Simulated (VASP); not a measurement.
## HgTe (strained zincblende): a r²SCAN single-point calculation in VASP

INCAR

```
EDIFF = 1E-7
LASPH = .TRUE.
LREAL = .FALSE.
PREC = Accurate
NBANDS = 16
LCHARG = .FALSE.
ALGO = Normal
ISIF = 2
LWAVE = .FALSE.
ENCUT = 520
NSW = 0
SIGMA = 0.02
METAGGA = R2SCAN
NELM = 120
ISMEAR = -1
IBRION = -1
```

KPOINTS

```
KPOINTS created by Atomic Simulation Environment
0
Gamma
6 6 6
0 0 0
```

KPOINTS_OPT

```
special points
6
Reciprocal
0.0000000000 0.0000000000 0.0000000000 1
-0.5000000000 -0.5000000000 0.0000000000 1
-0.3750000000 -0.3750000000 0.2500000000 1
-0.3750000000 0.0000000000 0.3750000000 1
0.0000000000 0.0000000000 0.5000000000 1
-0.5000000000 -0.2500000000 0.2500000000 1
```

POSCAR

```
Hg Te
 1.0000000000000000
     0.0000000000000000    3.2562663073999998    3.2562663073999998
     3.2562663073999998    0.0000000000000000    3.2562663073999998
     3.2562663073999998    3.2562663073999998    0.0000000000000000
 Hg  Te
   1   1
Cartesian
  0.0000000000000000  0.0000000000000000  0.0000000000000000
  1.6281331536999999  1.6281331536999999  1.6281331536999999
```

VASP ran with the recommended PBE PAW datasets (18 valence electrons in the cell).

Command

```
mpirun -np 1 vasp_std
```

OSZICAR

```
N       E                     dE             d eps       ncg     rms          rms(c)
DAV:   1     0.277696703479E+02    0.27770E+02   -0.81164E+03   512   0.990E+02
DAV:   2    -0.766812232071E+02   -0.10445E+03   -0.98054E+02   592   0.226E+02
DAV:   3    -0.802492624446E+02   -0.35680E+01   -0.35603E+01   632   0.441E+01
DAV:   4    -0.802760520227E+02   -0.26790E-01   -0.26789E-01   712   0.360E+00
DAV:   5    -0.802762715299E+02   -0.21951E-03   -0.21951E-03   696   0.226E-01    0.694E+00
DAV:   6    -0.751447285387E+02    0.51315E+01   -0.27169E+00   560   0.205E+01    0.818E+00
DAV:   7    -0.751387634784E+02    0.59651E-02   -0.11425E-01   664   0.334E+00    0.535E+00
DAV:   8    -0.751440544518E+02   -0.52910E-02   -0.44432E-02   584   0.226E+00    0.110E+00
DAV:   9    -0.751453634405E+02   -0.13090E-02   -0.36192E-03   672   0.497E-01    0.292E-01
DAV:  10    -0.751451079706E+02    0.25547E-03   -0.12419E-03   584   0.388E-01    0.564E-02
DAV:  11    -0.751451142465E+02   -0.62759E-05   -0.11350E-04   664   0.840E-02    0.350E-02
DAV:  12    -0.751451162227E+02   -0.19762E-05   -0.71050E-06   640   0.237E-02    0.185E-02
DAV:  13    -0.751451173299E+02   -0.11072E-05   -0.59431E-06   600   0.267E-02    0.188E-02
DAV:  14    -0.751451167428E+02    0.58708E-06   -0.19436E-06   584   0.189E-02    0.465E-03
DAV:  15    -0.751451167409E+02    0.19218E-08   -0.93717E-08   320   0.237E-03
   1 F= -.75145117E+02 E0= -.75144940E+02  d E =-.353634E-03
       N       E                     dE             ncg
DAV:   1     0.109964281845E+04   -0.22772E+04      192
DAV:   2     0.445605966188E+03   -0.65404E+03      224
DAV:   3     0.424585677462E+03   -0.21020E+02      232
DAV:   4     0.424411473325E+03   -0.17420E+00      288
DAV:   5     0.424410405551E+03   -0.10678E-02      272
DAV:   6     0.424410374666E+03   -0.30885E-04      264
DAV:   7     0.424410373629E+03   -0.10370E-05      248
DAV:   8     0.424410373586E+03   -0.42275E-07      208
```

From OUTCAR

```
k-points           NKPTS =     16   k-points in BZ     NKDIM =     16   number of bands    NBANDS=     16

   NELECT =      18.0000    total number of electrons

   dimension x,y,z NGX =    36 NGY =   36 NGZ =   36
   dimension x,y,z NGXF=    72 NGYF=   72 NGZF=   72

  energy-cutoff  :      520.00
  volume of cell :       69.05
      direct lattice vectors                 reciprocal lattice vectors
     0.000000000  3.256266307  3.256266307    -0.153550095  0.153550095  0.153550095
     3.256266307  0.000000000  3.256266307     0.153550095 -0.153550095  0.153550095
     3.256266307  3.256266307  0.000000000     0.153550095  0.153550095 -0.153550095

 k-points in reciprocal lattice and weights: KPOINTS created by Atomic Simulation Env
   0.00000000  0.00000000  0.00000000       0.005
   0.16666667  0.00000000  0.00000000       0.037
   0.33333333  0.00000000  0.00000000       0.037
   0.50000000  0.00000000  0.00000000       0.019
   0.16666667  0.16666667  0.00000000       0.028
   0.33333333  0.16666667  0.00000000       0.111
   0.50000000  0.16666667  0.00000000       0.111
  -0.33333333  0.16666667  0.00000000       0.111
   ...

 E-fermi :   2.6478

 k-point     1 :       0.0000    0.0000    0.0000
  band No.  band energies     occupation
      1      -9.6076      2.00000
      2      -4.8792      2.00000
      3      -4.8792      2.00000
      4      -4.8792      2.00000
      5      -4.3345      2.00000
      6      -4.3345      2.00000
      7       2.1606      2.00000
      8       2.6339      1.33334
      9       2.6339      1.33334
     10       2.6339      1.33333
     11       7.2399      0.00000
     12       7.2399      0.00000
     13       7.2399      0.00000
     14       9.4462      0.00000
     15      12.6429      0.00000
     16      12.6429      0.00000

 k-point     2 :       0.1667    0.0000    0.0000
  band No.  band energies     occupation
      1      -9.4741      2.00000
      2      -4.8427      2.00000
      3      -4.8427      2.00000
      4      -4.8156      2.00000
      5      -4.3369      2.00000
      6      -4.3369      2.00000
      7       0.3414      2.00000
      8       2.3498      2.00000
      9       2.3498      2.00000
     10       3.6380      0.00000
     11       7.2583      0.00000
     12       7.6139      0.00000
     13       7.6139      0.00000
     14      10.7823      0.00000
     15      11.6429      0.00000
     16      11.6429      0.00000

 k-point     3 :       0.3333    0.0000    0.0000
  band No.  band energies     occupation
      1      -9.1878      2.00000
      2      -4.7784      2.00000
      3      -4.7784      2.00000
      4      -4.5094      2.00000
      5      -4.3280      2.00000
      6      -4.3280      2.00000
      7      -1.6901      2.00000
      8       1.8696      2.00000
      9       1.8696      2.00000
     10       3.6799      0.00000
     11       8.0060      0.00000
     12       8.0060      0.00000
     13       8.8059      0.00000
     14      10.5807      0.00000
     15      11.9709      0.00000
     16      11.9709      0.00000

 k-point     4 :       0.5000    0.0000    0.0000
  band No.  band energies     occupation
      1      -9.0345      2.00000
      2      -4.7527      2.00000
      3      -4.7527      2.00000
      4      -4.3142      2.00000
      5      -4.3142      2.00000
      6      -4.0273      2.00000
      7      -2.8635      2.00000
      8       1.6569      2.00000
      9       1.6569      2.00000
     10       3.5819      0.00000
     11       8.0299      0.00000
     12       8.0299      0.00000
     13       9.7934      0.00000
     14      10.9435      0.00000
     15      13.1935      0.00000
     16      13.1935      0.00000

 k-point     5 :       0.1667    0.1667    0.0000
  band No.  band energies     occupation
      1      -9.4290      2.00000
      2      -4.8466      2.00000
      3      -4.8053      2.00000
      4      -4.8053      2.00000
      5      -4.3566      2.00000
      6      -4.3190      2.00000
      7       0.2730      2.00000
      8       1.9108      2.00000
      9       1.9108      2.00000
     10       4.3410      0.00000
     11       6.2694      0.00000
     12       8.2562      0.00000
     13       8.2562      0.00000
     14      10.2548      0.00000
     15      11.5011      0.00000
     16      12.7921      0.00000

 k-point     6 :       0.3333    0.1667    0.0000
  band No.  band energies     occupation
      1      -9.1907      2.00000
      2      -4.7793      2.00000
      3      -4.7312      2.00000
      4      -4.6344      2.00000
      5      -4.3400      2.00000
      6      -4.3067      2.00000
      7      -1.2163      2.00000
      8       1.2624      2.00000
      9       1.4104      2.00000
     10       4.7242      0.00000
     11       6.6409      0.00000
     12       8.5381      0.00000
     13       8.8987      0.00000
     14      10.8083      0.00000
     15      12.4501      0.00000
     16      12.8202      0.00000

 k-point     7 :       0.5000    0.1667    0.0000
  band No.  band energies     occupation
      1      -8.9870      2.00000
      2      -4.7332      2.00000
      3      -4.6989      2.00000
      4      -4.3843      2.00000
      5      -4.3090      2.00000
      6      -4.0554      2.00000
      7      -2.6184      2.00000
      8       0.6589      2.00000
      9       1.2908      2.00000
     10       4.6839      0.00000
     11       7.3894      0.00000
     12       8.7770      0.00000
     13       9.3438      0.00000
     14      11.6340      0.00000
     15      12.7696      0.00000
     16      13.3057      0.00000

 k-point     8 :      -0.3333    0.1667    0.0000
  band No.  band energies     occupation
      1      -9.0387      2.00000
      2      -4.7299      2.00000
      3      -4.7288      2.00000
      4      -4.3734      2.00000
      5      -4.3413      2.00000
      6      -4.2133      2.00000
      7      -2.2340      2.00000
      8       0.5264      2.00000
      9       1.6414      2.00000
     10       4.6747      0.00000
     11       7.6830      0.00000
     12       8.4197      0.00000
     13       9.0231      0.00000
     14      11.5880      0.00000
     15      11.9285      0.00000
     16      13.2478      0.00000

 k-point     9 :      -0.1667    0.1667    0.0000
  band No.  band energies     occupation
      1      -9.2873      2.00000
      2      -4.8006      2.00000
      3      -4.7751      2.00000
      4      -4.6934      2.00000
      5      -4.3544      2.00000
      6      -4.3138      2.00000
      7      -0.7543      2.00000
      8       1.1587      2.00000
      9       2.1872      2.00000
     10       4.4337      0.00000
     11       7.3316      0.00000
     12       7.8615      0.00000
     13       8.2135      0.00000
     14      10.8993      0.00000
     15      11.9974      0.00000
     16      12.2383      0.00000

 k-point    10 :       0.3333    0.3333    0.0000
  band No.  band energies     occupation
      1      -9.0423      2.00000
      2      -4.7149      2.00000
      3      -4.6353      2.00000
      4      -4.6353      2.00000
      5      -4.2879      2.00000
      6      -4.2855      2.00000
      7      -1.6582      2.00000
      8       0.8323      2.00000
      9       0.8323      2.00000
     10       4.7867      0.00000
     11       5.7723      0.00000
     12      10.0891      0.00000
     13      10.3037      0.00000
     14      10.3037      0.00000
     15      13.1779      0.00000
     16      14.6564      0.00000

 k-point    11 :       0.5000    0.3333    0.0000
  band No.  band energies     occupation
      1      -8.8866      2.00000
      2      -4.6780      2.00000
      3      -4.5891      2.00000
      4      -4.5133      2.00000
      5      -4.2900      2.00000
      6      -3.9866      2.00000
      7      -2.5538      2.00000
      8       0.1298      2.00000
      9       0.6598      2.00000
     10       5.0114      0.00000
     11       6.2561      0.00000
     12       9.7049      0.00000
     13      10.5243      0.00000
     14      11.9069      0.00000
     15      13.5383      0.00000
     16      14.4647      0.00000

 k-point    12 :      -0.3333    0.3333    0.0000
  band No.  band energies     occupation
      1      -8.8862      2.00000
      2      -4.6880      2.00000
      3      -4.6325      2.00000
      4      -4.3932      2.00000
      5      -4.3256      2.00000
      6      -3.8844      2.00000
      7      -2.7207      2.00000
      8      -0.3082      2.00000
      9       1.0254      2.00000
     10       5.1668      0.00000
     11       7.4615      0.00000
     12       9.6229      0.00000
     13       9.8967      0.00000
     14      10.4054      0.00000
     15      12.1300      0.00000
     16      14.9292      0.00000

 ...

  Total        0.5699172      0.5699172      0.5699172     -0.0000000     -0.0000000      0.0000000
  in kB       13.2230784     13.2230784     13.2230784     -0.0000000     -0.0000000      0.0000000
  external PRESSURE =      13.2230784 kB  Pullay stress =       0.0000000 kB

 POSITION                                       TOTAL-FORCE (eV/Angst)
 -----------------------------------------------------------------------------------
      0.00000      0.00000      0.00000         0.000000      0.000000      0.000000
      1.62813      1.62813      1.62813        -0.000000     -0.000000     -0.000000
 -----------------------------------------------------------------------------------
    total drift:                                0.000000      0.000000      0.000000

  FREE ENERGIE OF THE ION-ELECTRON SYSTEM (eV)
  ---------------------------------------------------
  free  energy   TOTEN  =       -75.1451167409 eV

  energy  without entropy=      -75.1447631067  energy(sigma->0) =      -75.14493992
```

- gap between bands v and c: 0.00 eV
- least direct gap: 0.00 eV
- pressure: 1.3 GPa

Band v is the last that the valence electrons fill when counted band by band, and c is the next.

The run took about 56 s on one core of a shared host (Intel Xeon Platinum 8488C) and held 0.21 GiB at most.
